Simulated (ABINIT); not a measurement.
Runs of ABINIT 10.8.3 (patched build) on TiB2. The structure is hexagonal, space group P6/mmm (No. 191). The conventional cell has a = 3.029 Å, b = 3.029 Å, c = 3.228 Å, α = 90.00°, β = 90.00°, γ = 120.00°. Ti (site symmetry 6/mmm) is surrounded by 12 B at 2.38 Å. B (site symmetry -6m2) has 3 B at 1.75 Å as nearest neighbours. 

```tsv
task	level	cell	k mesh	cutoff (eV)	fine-grid cutoff	cell freedom (optcell)	cutoff smearing ecutsm (Ha)	optimiser (ionmov)	force stop (Ha/bohr)	mesh quality	gap on the mesh (eV)	pressure (GPa)	V0 of scaled cells (Å³/atom)	relaxed volume (Å³/atom)	B0 (GPa)
single point	PBEsol	as given	4 × 4 × 3	408	816.342 eV	-	-	-	-	coarse	none	(a)	-	-	-
equation of state	PBEsol	as given	10 × 10 × 8	408	816.342 eV	-	-	-	-	not flagged	-	-	8.41	-	(b)
equation of state	BLYP	as given	10 × 10 × 8	408	816.342 eV	-	-	-	-	not flagged	-	-	8.80	-	238
relaxation of cell and atoms	revPBE	relaxed	10 × 10 × 8	490	979.61 eV	2	0.5	22	5e-05	not flagged	none	0.0	-	(c)	-
single point	PBE	as given	10 × 10 × 8	408	816.342 eV	-	-	-	-	not flagged	none	0.8	-	-	-
equation of state	revPBE+D4	as given	10 × 10 × 8	408	816.342 eV	-	-	-	-	not flagged	-	-	8.19	-	272
equation of state	revPBE	as given	10 × 10 × 8	408	816.342 eV	-	-	-	-	not flagged	-	-	8.70	-	247
relaxation of cell and atoms	WC	relaxed	10 × 10 × 8	490	979.61 eV	2	0.5	22	5e-05	not flagged	none	0.0	-	8.42	-
```

Alike in all rows: potentials or basis JTH PAW PBE v2.0; no spin polarisation; smearing fermi-dirac 0.05 eV.

Estimate the missing entries.

(a) -4.1; (b) 267; (c) 8.69.

Caveats: some runs use coarse meshes; the PAW data sets were made with another functional, which shifts forces and pressure a little (some runs); pressures at fixed basis lie under the slope of the energies (some runs); the cell was scaled at fixed shape and fractional positions, which overstates the stiffness of a crystal with free parameters, most of all of layers and chains (some runs).

A k mesh can miss the band edges.

A gap of «none» marks a metal or a gap under the smearing width.

Not every run made on this cell is shown here.
